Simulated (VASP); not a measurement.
# Ni (Fm-3m) in VASP: further runs

The runs below take Ni through single point, with PBE.

Everything below comes from runs of VASP 6.6.1. Logs are shortened: lines on timing, memory, paths and dates and some standing lists are left out, and cuts for length are marked.

## 1. The structure

The structure is cubic, space group Fm-3m (No. 225). The conventional cell has a = 3.515 Å, b = 3.515 Å, c = 3.515 Å, α = 90.00°, β = 90.00°, γ = 90.00°. Ni (site symmetry m-3m) is surrounded by 12 Ni at 2.49 Å.

## 2. Single point, PBE, collinear spin, ferromagnetic start

INCAR

```
SYSTEM = Ni
PREC = Accurate
ENCUT = 350
EDIFF = 1E-7
ISMEAR = 0
SIGMA = 0.1
LREAL = .False.
LASPH = .True.
NELM = 100
ALGO = Normal
ISIF = 2
LWAVE = .False.
LCHARG = .False.
ISPIN = 2
MAGMOM = 0.8
LORBIT = 11
LMAXMIX = 4
GGA = PE
NBANDS = 15
```

KPOINTS

```
regular mesh
0
Gamma
  20 20 20
  0 0 0
```

POSCAR

```
Ni                                      
1.0
    0.0000000000      1.7576666482      1.7576666482
    1.7576666482      0.0000000000      1.7576666482
    1.7576666482      1.7576666482     -0.0000000000
  Ni            
     1
Direct
     0.0000000000000000    0.0000000000000000    0.0000000000000000
```

Potentials or basis: VASP PAW PBE potentials, release 64 (Ni).

Started as:

```bash
cat potpaw_PBE.64/Ni/POTCAR > POTCAR
mpirun -np 1 vasp_std > vasp.out
```

OUTCAR:

```text
SYSTEM = Ni
   PREC = Accurate
   ENCUT = 350
   EDIFF = 1E-7
   ISMEAR = 0
   LREAL = .False.
   LASPH = .True.
   NELM = 100
   ISIF = 2
   ISPIN = 2
   LORBIT = 11
   GGA = PE

 ion  position               nearest neighbor table
   1  0.000  0.000  0.000-

  LATTYP: Found a face centered cubic cell.
 ALAT       =     3.5153332964

  Lattice vectors:

 A1 = (   0.0000000000,   1.7576666482,   1.7576666482)
 A2 = (   1.7576666482,   0.0000000000,   1.7576666482)
 A3 = (   1.7576666482,   1.7576666482,   0.0000000000)

Analysis of symmetry for initial positions (statically):
=====================================================================
 Subroutine PRICEL returns:
 Original cell was already a primitive cell.

 Routine SETGRP: Setting up the symmetry group for a
 face centered cubic supercell.

 Subroutine GETGRP returns: Found 48 space group operations
 (whereof 48 operations were pure point group operations)
 out of a pool of 48 trial point group operations.

The static configuration has the point symmetry O_h .

Analysis of symmetry for dynamics (positions and initial velocities):
=====================================================================
 Subroutine PRICEL returns:
 Original cell was already a primitive cell.

 Routine SETGRP: Setting up the symmetry group for a
 face centered cubic supercell.

 Subroutine GETGRP returns: Found 48 space group operations
 (whereof 48 operations were pure point group operations)
 out of a pool of 48 trial point group operations.

The dynamic configuration has the point symmetry O_h .

Analysis of structural, dynamic, and magnetic symmetry:
=====================================================================
 Subroutine PRICEL returns:
 Original cell was already a primitive cell.

 Routine SETGRP: Setting up the symmetry group for a
 face centered cubic supercell.

 Subroutine GETGRP returns: Found 48 space group operations
 (whereof 48 operations were pure point group operations)
 out of a pool of 48 trial point group operations.

The overall configuration has the point symmetry O_h .

 Subroutine INISYM returns: Found 48 space group operations
 (whereof 48 operations are pure point group operations),
 and found     1 'primitive' translations

----------------------------------------------------------------------------------------

                                     Primitive cell

  volume of cell :      10.8602

  direct lattice vectors                    reciprocal lattice vectors
     0.000000000  1.757666648  1.757666648    -0.284468048  0.284468048  0.284468048
     1.757666648  0.000000000  1.757666648     0.284468048 -0.284468048  0.284468048
     1.757666648  1.757666648  0.000000000     0.284468048  0.284468048 -0.284468048

  length of vectors
     2.485716012  2.485716012  2.485716012     0.492713112  0.492713112  0.492713112

  position of ions in fractional coordinates (direct lattice)
     0.000000000  0.000000000  0.000000000

  ion indices of the primitive-cell ions
   primitive index   ion index
                 1           1

----------------------------------------------------------------------------------------

 KPOINTS: regular mesh

Automatic generation of k-mesh.
 Grid dimensions read from file:
 generate k-points for:   20   20   20

 Generating k-lattice:

  Cartesian coordinates                     Fractional coordinates (reciprocal lattice)
    -0.014223402  0.014223402  0.014223402     0.050000000  0.000000000  0.000000000
     0.014223402 -0.014223402  0.014223402     0.000000000  0.050000000  0.000000000
     0.014223402  0.014223402 -0.014223402     0.000000000  0.000000000  0.050000000

  Length of vectors
     0.024635656  0.024635656  0.024635656

  Shift w.r.t. Gamma in fractional coordinates (k-lattice)
     0.000000000  0.000000000  0.000000000

 Subroutine IBZKPT returns following result:
 ===========================================

 Found    256 irreducible k-points:

 Following reciprocal coordinates:
            Coordinates               Weight
  0.000000  0.000000  0.000000      1.000000
  0.050000  0.000000  0.000000      8.000000
  0.100000  0.000000  0.000000      8.000000
  0.150000  0.000000  0.000000      8.000000
  0.200000  0.000000  0.000000      8.000000
  0.250000  0.000000  0.000000      8.000000
[... 16 lines left out ...]
 -0.400000  0.050000  0.000000     24.000000
 -0.350000  0.050000  0.000000     24.000000
 [... further k-points ...]
   k-points           NKPTS =    256   k-points in BZ     NKDIM =    256   number of bands    NBANDS=     15
   number of dos      NEDOS =    301   number of ions     NIONS =      1
   total plane-waves  NPLWV =   4096
   dimension x,y,z NGX =    16 NGY =   16 NGZ =   16
   dimension x,y,z NGXF=    32 NGYF=   32 NGZF=   32
   ions per type =               1
   NGX,Y,Z   is equivalent  to a cutoff of  10.70, 10.70, 10.70 a.u.
   NGXF,Y,Z  is equivalent  to a cutoff of  21.40, 21.40, 21.40 a.u.
 SYSTEM =  Ni
   PREC   = accura    normal or accurate (medium, high low for compatibility)
   ISTART =      0    job   : 0-new  1-cont  2-samecut
   ICHARG =      2    charge: 1-file 2-atom 10-const
   ISPIN  =      2    spin polarized calculation?
   LNONCOLLINEAR =      F non collinear calculations
   LSORBIT =      F    spin-orbit coupling
   LASPH  =      T    aspherical Exc in radial PAW
   ENCUT  =  350.0 eV  25.72 Ry    5.07 a.u.   3.79  3.79  3.79*2*pi/ulx,y,z
   NELM   =    100;   NELMIN=  2; NELMDL= -5     # of ELM steps
   EDIFF  = 0.1E-06   stopping-criterion for ELM
   LREAL  =      F    real-space projection
   EDIFFG = 0.1E-05   stopping-criterion for IOM
   NSW    =      0    number of steps for IOM
   IBRION =     -1    ionic relax: 0-MD 1-quasi-New 2-CG
   NFREE  =      0    steps in history (QN), initial steepest desc. (CG)
   ISIF   =      2    stress and relaxation
   ISYM   =      2    0-nonsym 1-usesym 2-fastsym
   POTIM  = 0.5000    time-step for ionic-motion
   TEBEG  =    0.0;   TEEND  =   0.0 temperature during run
   PSTRESS=    0.0 pullay stress
   NELECT =      10.0000    total number of electrons
   NUPDOWN=      -1.0000    fix difference up-down
   EMIN   =  10.00;   EMAX   =-10.00  energy-range for DOS
   EFERMI =   0.00;   METHOD = LEGACY
   ISMEAR =     0;   SIGMA  =   0.10  broadening in eV -4-tet -1-fermi 0-gaus
   EFERMI_NEDOS =   21; number of points for ismear=-14 and -15
   IALGO  =     38    algorithm
   IMIX   =      4    mixing-type and parameters
     AMIX     =   0.40;   BMIX     =  1.00
     AMIX_MAG =   1.60;   BMIX_MAG =  1.00
  volume/ion in A,a.u.               =      10.86        73.29
  Fermi-wavevector in a.u.,A,eV,Ry     =   1.592679  3.009727 34.512908  2.536627
  Thomas-Fermi vector in A             =   2.691027
   LORBIT       =     11    0 simple, 1 ext, 2 COOP (PROOUT), +10 PAW based schemes
   GGA     = PE    functional components
   LHFCALC =     F    Hartree Fock is set to
   AEXX    =    0.0000 exact exchange contribution
   IVDW    =     0    specifies the selected vdW correction
   LEPSILON=     F    determine dielectric tensor
   LRPA    =     F    only Hartree local field effects (RPA)
 spin polarized calculation
 Gauss-broadening in eV      SIGMA  =   0.10
  energy-cutoff  :      350.00
  volume of cell :       10.86
 maximum number of plane-waves:       170
   NGX =  7   NGY =  7   NGZ =  7

 number of electron      10.0000001 magnetization       0.6287007

 Free energy of the ion-electron system (eV)
  ---------------------------------------------------
  ext. energy  EPLUGINS =         0.00000000
  ---------------------------------------------------
  free energy    TOTEN  =        -5.48112646 eV

  energy without entropy =       -5.47239219  energy(sigma->0) =       -5.47675932

 E-fermi :   9.4128     XC(G=0): -13.2695

 val. band max:        9.4093884974   @ k =   0.3500   0.2500   0.0500
 cond. band min:       9.4128323927   @ k =  -0.4500   0.5000   0.0500
 fundamental gap:      0.0034438953
 Fermi energy:         9.4127604967

 spin component 1

 k-point     1 :       0.0000    0.0000    0.0000
  band No.  band energies     occupation
      1       0.3782      1.00000
      2       6.9666      1.00000
      3       6.9666      1.00000
      4       6.9666      1.00000
      5       8.1487      1.00000
      6       8.1487      1.00000
      7      33.1452      0.00000
      8      37.0171      0.00000
      9      37.0171      0.00000
     10      37.0171      0.00000
     11      39.9680      0.00000
     12      39.9681      0.00000
     13      39.9681      0.00000
     14      42.9273      0.00000
     15      49.2393      0.00000

 k-point     2 :       0.0500    0.0000    0.0000
  band No.  band energies     occupation
      1       0.4764      1.00000
      2       6.9411      1.00000
      3       6.9887      1.00000
      4       6.9887      1.00000
      5       8.1391      1.00000
      6       8.1391      1.00000
      7      32.8520      0.00000
      8      35.6501      0.00000
      9      36.7711      0.00000
     10      36.7712      0.00000
     11      40.3283      0.00000
     12      40.3283      0.00000
     13      40.8761      0.00000
     14      43.7027      0.00000
     15      48.2028      0.00000
[... 365 lines left out ...]
      3       7.0571      1.00000
      4       7.8387      1.00000
      5       8.6431      1.00000
      6       9.1422      0.99993
      7      16.6920      0.00000
      8      31.0389      0.00000
      9      33.1975      0.00000
     10      34.5262      0.00000
     11      37.3119      0.00000
     12      38.7147      0.00000
     13      43.6329      0.00000
     14      52.3200      0.00000
     15      53.4543      0.00000

 k-point    24 :      -0.3500    0.0500    0.0000
  band No.  band energies     occupation
      1       4.2120      1.00000
      2       7.0547      1.00000
      3       7.1097      1.00000
      4       7.2266      1.00000
      5       8.4802      1.00000
      6       8.8302      1.00000
      7      18.5592      0.00000
      8      31.1128      0.00000
      9      33.4819      0.00000
     10      35.3541      0.00000
     11      37.3421      0.00000
     12      39.1867      0.00000
     13      43.4203      0.00000
     14      50.1166      0.00000
     15      51.7741      0.00000

 [... further k-points ...]

 spin component 2

 k-point     1 :       0.0000    0.0000    0.0000
  band No.  band energies     occupation
      1       0.3419      1.00000
      2       7.7248      1.00000
      3       7.7248      1.00000
      4       7.7248      1.00000
      5       8.7363      1.00000
      6       8.7363      1.00000
      7      32.9796      0.00000
      8      36.9962      0.00000
      9      36.9962      0.00000
     10      36.9962      0.00000
     11      40.0684      0.00000
     12      40.0684      0.00000
     13      40.0684      0.00000
     14      42.8028      0.00000
     15      49.4375      0.00000

 k-point     2 :       0.0500    0.0000    0.0000
  band No.  band energies     occupation
      1       0.4401      1.00000
      2       7.6959      1.00000
      3       7.7479      1.00000
      4       7.7479      1.00000
      5       8.7261      1.00000
      6       8.7261      1.00000
      7      32.7188      0.00000
      8      35.6403      0.00000
      9      36.7703      0.00000
     10      36.7703      0.00000
     11      40.4053      0.00000
     12      40.4053      0.00000
     13      40.9007      0.00000
     14      43.6179      0.00000
     15      48.3734      0.00000
[... 365 lines left out ...]
      3       7.6810      1.00000
      4       8.1147      1.00000
      5       9.3933      0.60841
      6       9.7603      0.00000
      7      17.0068      0.00000
      8      30.9764      0.00000
      9      33.2197      0.00000
     10      34.6151      0.00000
     11      37.3515      0.00000
     12      38.7379      0.00000
     13      43.7262      0.00000
     14      52.3875      0.00000
     15      53.7147      0.00000

 k-point    24 :      -0.3500    0.0500    0.0000
  band No.  band energies     occupation
      1       4.4264      1.00000
      2       7.5889      1.00000
      3       7.7024      1.00000
      4       7.7443      1.00000
      5       9.2135      0.99759
      6       9.5271      0.05297
      7      18.8039      0.00000
      8      31.0782      0.00000
      9      33.4808      0.00000
     10      35.4574      0.00000
     11      37.3692      0.00000
     12      39.2042      0.00000
     13      43.4787      0.00000
     14      50.1870      0.00000
     15      51.9505      0.00000

 [... further k-points ...]
[... 5 lines left out ...]
  --------------------------------------------------------------------------------------
  -------------------------------------------------------------------------------------
  Total       -0.0008134     -0.0008134     -0.0008134      0.0000000      0.0000000      0.0000000
  in kB       -0.1199920     -0.1199920     -0.1199920      0.0000000      0.0000000      0.0000000
  external PRESSURE =      -0.1199920 kB  Pullay stress =       0.0000000 kB

 VOLUME and BASIS-vectors are now :
 -----------------------------------------------------------------------------
  energy-cutoff  :      350.00
  volume of cell :       10.86
      direct lattice vectors                 reciprocal lattice vectors
     0.000000000  1.757666648  1.757666648    -0.284468048  0.284468048  0.284468048
     1.757666648  0.000000000  1.757666648     0.284468048 -0.284468048  0.284468048
     1.757666648  1.757666648  0.000000000     0.284468048  0.284468048 -0.284468048

 POSITION                                       TOTAL-FORCE (eV/Angst)
 -----------------------------------------------------------------------------------
      0.00000      0.00000      0.00000         0.000000     -0.000000      0.000000
 -----------------------------------------------------------------------------------
    total drift:                                0.000000      0.000000      0.000000

  FREE ENERGIE OF THE ION-ELECTRON SYSTEM (eV)
  ---------------------------------------------------
  free  energy   TOTEN  =        -5.4811264569 eV

  energy  without entropy=       -5.4723921920  energy(sigma->0) =       -5.47675932

 total charge

# of ion       s       p       d       tot
------------------------------------------
    1        0.499   0.500   8.305   9.304

 magnetization (x)

# of ion       s       p       d       tot
------------------------------------------
    1       -0.007  -0.025   0.673   0.641
```

Wall time 38 s (1 thread of AMD EPYC 9R14 (Zen 4), shared host); peak memory 0.11 GiB.

Results:

- Free energy: -5.4811 eV
- Pressure: 0.0 GPa
- Band gap on the k mesh: none (metal or under the smearing width)
- Net moment: 0.63 μB per cell
- Site moments: Ni +0.64 μB
- Valence electrons inside the program's atomic spheres: Ni 9.30

## 3. Single point, PBE, collinear spin, ferromagnetic start (a relaxed cell with its volume scaled by 0.97)

INCAR is that of step 2.

KPOINTS is that of step 2.

POSCAR

```
Ni                                      
1.0
    0.0000000000      1.7399112257      1.7399112257
    1.7399112257      0.0000000000      1.7399112257
    1.7399112257      1.7399112257     -0.0000000000
  Ni            
     1
Direct
     0.0000000000000000    0.0000000000000000    0.0000000000000000
```

Potentials or basis: VASP PAW PBE potentials, release 64 (Ni).

Started as:

```bash
cat potpaw_PBE.64/Ni/POTCAR > POTCAR
mpirun -np 1 vasp_std > vasp.out
```

Wall time 38 s (1 thread of AMD EPYC 9R14 (Zen 4), shared host); peak memory 0.11 GiB.

Results (log left out):

```
Free energy                                           : -5.4738 eV
Pressure                                              : 6.5 GPa
Band gap on the k mesh                                : none (metal or under the smearing width)
Net moment                                            : 0.62 μB per cell
Site moments                                          : Ni +0.63 μB
Valence electrons inside the program's atomic spheres : Ni 9.36
```

Levels at points of the mesh, in eV from the Fermi level:
Spin up:
```csv
k point,band 1,band 2,band 3,band 4,band 5,band 6,band 7,band 8,band 9,band 10
"(0.00, 0.00, 0.00)",-9.25,-2.52,-2.52,-2.52,-1.29,-1.29,23.99,28.10,28.10,28.10
"(0.50, 0.00, 0.00)",-5.02,-2.51,-2.51,-0.60,-0.60,-0.36,5.89,22.47,25.23,25.23
"(0.50, 0.50, 0.00)",-4.85,-4.37,-0.55,-0.46,-0.46,2.46,9.50,15.12,15.12,20.14
```
Spin down:
```tsv
k point	band 1	band 2	band 3	band 4	band 5	band 6	band 7	band 8	band 9	band 10
(0.00, 0.00, 0.00)	-9.28	-1.77	-1.77	-1.77	-0.71	-0.71	23.83	28.08	28.08	28.08
(0.50, 0.00, 0.00)	-4.59	-1.89	-1.89	-0.42	0.16	0.16	6.31	22.33	25.32	25.32
(0.50, 0.50, 0.00)	-4.51	-3.76	0.07	0.40	0.40	2.42	9.75	15.13	15.13	20.31
```
